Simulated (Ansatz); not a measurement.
**AgCl (wurtzite): gap against strain (isotropic on every length)**

AgCl (wurtzite) (no longer in that coordination), relaxed with r2SCAN in the plane-wave code Ansatz, then strained (isotropic on every length; changes of length per length, axes as in the cell below) with the atoms relaxed again within the symmetry that is left. The symmetry is P6_3/mmc (No. 194, hexagonal); conventional cell a = 4.520 Å, c = 5.722 Å, 25.31 Å³ an atom. Ag is surrounded by 5 Cl at 2.61–2.86 Å; Cl is surrounded by 5 Ag at 2.61–2.86 Å. The cell started from the wurtzite prototype, but the relaxation took it to the higher symmetry P6_3/mmc (No. 194), so the name no longer describes it. All values are calculated for a non-magnetic cell, which may be hypothetical.

```
CELL_PARAMETERS angstrom
4.51974 0.00000 0.00000
-2.25987 3.91421 0.00000
0.00000 0.00000 5.72250
ATOMIC_POSITIONS crystal
Ag 0.33333 0.66667 0.93778
Ag 0.66667 0.33333 0.43778
Cl 0.33333 0.66667 0.43722
Cl 0.66667 0.33333 0.93722
```

Gaps are the least over each mesh (PBE 6×6×4, r2SCAN 6×6×4, HSE06 6×6×4 when unstrained) and the special points, which keep their unstrained names; stress is the change from the unstrained cell, compression positive.

| strain (%) | gap, PBE (eV) | gap, r2SCAN (eV) | gap, HSE06 (eV) | edges, HSE06 | mean stress, r2SCAN (GPa) | energy rise, r2SCAN (meV/atom) |
| --- | --- | --- | --- | --- | --- | --- |
| 0.0 | 1.364 | 1.815 | 2.850 | H → Γ | 0.00 | 0.0 |
| +1.12 | 1.382 | 1.836 | 2.875 | H → Γ | -1.21 | 3.4 |
| +2.5 | 1.407 | 1.865 | 2.906 | H → Γ | -2.41 | 15.9 |

Question: Estimate the row for a strain of -2.88 %.

Answer:

| strain (%) | gap, PBE (eV) | gap, r2SCAN (eV) | gap, HSE06 (eV) | edges, HSE06 | mean stress, r2SCAN (GPa) | energy rise, r2SCAN (meV/atom) |
| --- | --- | --- | --- | --- | --- | --- |
| -2.88 | 1.324 | 1.766 | 2.789 | H → Γ | +4.32 | 26.1 |

Between zero and the nearest strains the slope of the HSE06 gap against strain is +0.021 eV per percent for negative and +0.022 for positive strain.

The runs are scalar-relativistic, without spin-orbit coupling.

The meshes of the hybrids are coarse, so their gaps aren't converged to the digits shown.
